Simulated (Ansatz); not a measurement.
GeTe in space group R3m (No. 160; Ge on 3a, Te on 3a) is relaxed with plane-wave PAW PBE (Ansatz code). What lattice parameters of the conventional cell result?

a = 4.227 Å, c = 10.941 Å.

Give the free coordinates with the occupied sites.

In one choice of origin and axes:

```csv
atom,site,symmetry,x,y,z
Ge,3a,3m,0.0000,0.0000,0.7661
Te,3a,3m,0.0000,0.0000,0.2339
```

Is it a metal or does it have a gap at this level?

A gap of 0.56 eV, indirect.

Symmetry was held in the PBE relaxation; of distortions, only those at the zone centre were tested. Spin–orbit coupling is left out wherever it is not named.

Potentials: the later of the program's two PAW sets.
